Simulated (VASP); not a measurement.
All values below come from LDA (Ceperley-Alder, Perdew-Zunger), VASP's LDA PAW potentials (set 64) (plane waves; VASP 6.6.1).

VASP input:

### POSCAR
```
NaBr
1
    0.0000000000     2.8891804638     2.8891804638
    2.8891804638     0.0000000000     2.8891804638
    2.8891804638     2.8891804638     0.0000000000
Na Br
1 1
Direct
  0.0000000000   0.0000000000   0.0000000000
  0.5000000000   0.5000000000   0.5000000000
```

### KPOINTS
```
Automatic
0
G
10 10 10
```

INCAR:
```
ALGO  =  Normal
CSHIFT  =  0.1
EDIFF  =  1E-7
ENCUT  =  400
ISMEAR  =  0
LASPH  =  .True.
LCHARG  =  .False.
LMAXMIX  =  4
LOPTICS  =  .True.
LREAL  =  .False.
LWAVE  =  .False.
NBANDS  =  33
NEDOS  =  1001
NELM  =  100
PREC  =  Accurate
SIGMA  =  0.01
SYSTEM  =  NaBr
```

POTCAR, in this order: Na_pv Br (LDA.64 set). Program: vasp_std.

The resulting files:

File OUTCAR:
```
 ion  position               nearest neighbor table
   1  0.000  0.000  0.000-
   2  0.500  0.500  0.500-
  LATTYP: Found a face centered cubic cell.
 ALAT       =     5.7783609276
 Subroutine PRICEL returns:
 Original cell was already a primitive cell.
 Subroutine GETGRP returns: Found 48 space group operations
The static configuration has the point symmetry O_h .
The dynamic configuration has the point symmetry O_h .
 Subroutine INISYM returns: Found 48 space group operations
 Subroutine IBZKPT returns following result:
 Found     47 irreducible k-points:

 Following reciprocal coordinates:
            Coordinates               Weight
  0.000000  0.000000  0.000000      1.000000
  0.100000  0.000000  0.000000      8.000000
  0.200000  0.000000  0.000000      8.000000
  0.300000  0.000000  0.000000      8.000000
  0.400000  0.000000  0.000000      8.000000
  0.500000  0.000000  0.000000      4.000000
  0.100000  0.100000  0.000000      6.000000
  0.200000  0.100000  0.000000     24.000000
  0.300000  0.100000  0.000000     24.000000
  0.400000  0.100000  0.000000     24.000000
  0.500000  0.100000  0.000000     24.000000
 -0.400000  0.100000  0.000000     24.000000
 -0.300000  0.100000  0.000000     24.000000
 -0.200000  0.100000  0.000000     24.000000
 -0.100000  0.100000  0.000000     12.000000
  0.200000  0.200000  0.000000      6.000000
  0.300000  0.200000  0.000000     24.000000
  0.400000  0.200000  0.000000     24.000000
  0.500000  0.200000  0.000000     24.000000
 -0.400000  0.200000  0.000000     24.000000
 -0.300000  0.200000  0.000000     24.000000
 -0.200000  0.200000  0.000000     12.000000
  0.300000  0.300000  0.000000      6.000000
  0.400000  0.300000  0.000000     24.000000
...
```

OSZICAR:
```
       N       E                     dE             d eps       ncg     rms          rms(c)
DAV:   1     0.111321908581E+03    0.11132E+03   -0.41875E+03  3175   0.335E+02
DAV:   2     0.963198714646E+00   -0.11036E+03   -0.10007E+03  3247   0.139E+02
DAV:   3    -0.679118646472E+01   -0.77544E+01   -0.76480E+01  3906   0.354E+01
DAV:   4    -0.687016957505E+01   -0.78983E-01   -0.78932E-01  3623   0.358E+00
DAV:   5    -0.687054032149E+01   -0.37075E-03   -0.37073E-03  3916   0.252E-01    0.164E+00
DAV:   6    -0.676847139516E+01    0.10207E+00   -0.43180E-02  4136   0.966E-01    0.996E-01
DAV:   7    -0.675139531117E+01    0.17076E-01   -0.27572E-02  4524   0.584E-01    0.518E-01
DAV:   8    -0.675066195511E+01    0.73336E-03   -0.28069E-03  3817   0.224E-01    0.147E-01
DAV:   9    -0.675051880057E+01    0.14315E-03   -0.18697E-04  3979   0.671E-02    0.314E-02
DAV:  10    -0.675052346478E+01   -0.46642E-05   -0.17708E-05  4162   0.179E-02    0.720E-03
DAV:  11    -0.675052321777E+01    0.24701E-06   -0.79784E-07  4234   0.530E-03    0.152E-03
DAV:  12    -0.675052322543E+01   -0.76570E-08   -0.23137E-08  2666   0.965E-04
   1 F= -.67505232E+01 E0= -.67505232E+01  d E =-.266564E-15
 imaginary and real dielectric function
```

OUTCAR:
```
------------------------ aborting loop because EDIFF is reached ----------------------------------------
  FORCE on cell =-STRESS in cart. coord.  units (eV):
  Direction    XX          YY          ZZ          XY          YZ          ZX
  --------------------------------------------------------------------------------------
  Total       -0.0167703     -0.0167703     -0.0167703     -0.0000000      0.0000000      0.0000000
  in kB       -0.5570535     -0.5570535     -0.5570535     -0.0000000      0.0000000      0.0000000
  external PRESSURE =      -0.5570535 kB  Pullay stress =       0.0000000 kB
  volume of cell :       48.23
      direct lattice vectors                 reciprocal lattice vectors
     0.000000000  2.889180464  2.889180464    -0.173059456  0.173059456  0.173059456
     2.889180464  0.000000000  2.889180464     0.173059456 -0.173059456  0.173059456
     2.889180464  2.889180464  0.000000000     0.173059456  0.173059456 -0.173059456
 POSITION                                       TOTAL-FORCE (eV/Angst)
 -----------------------------------------------------------------------------------
      0.00000      0.00000      0.00000        -0.000000     -0.000000     -0.000000
      2.88918      2.88918      2.88918         0.000000      0.000000      0.000000
 -----------------------------------------------------------------------------------
    total drift:                                0.000000      0.000000      0.000000
  FREE ENERGIE OF THE ION-ELECTRON SYSTEM (eV)
  ---------------------------------------------------
  free  energy   TOTEN  =        -6.7505232254 eV

  energy  without entropy=       -6.7505232254  energy(sigma->0) =       -6.75052323

 plasma frequency squared (from intraband transitions) (eV^2)
  --------------------------------------------------------------------------------------
       0.000       0.000       0.000
       0.000       0.000       0.000
       0.000       0.000       0.000

 plasma frequency squared (from interband transitions, int dw w eps(2)(w)) (eV^2)
  --------------------------------------------------------------------------------------
     279.474       0.000       0.000       0.000      -0.000      -0.000
       0.000      -0.000     279.474       0.000      -0.000       0.000
      -0.000       0.000      -0.000      -0.000     279.474       0.000
```
(Selected blocks of OUTCAR.)

The compound is NaBr in the rock salt structure. It was relaxed first, which changed the volume by -9 %.
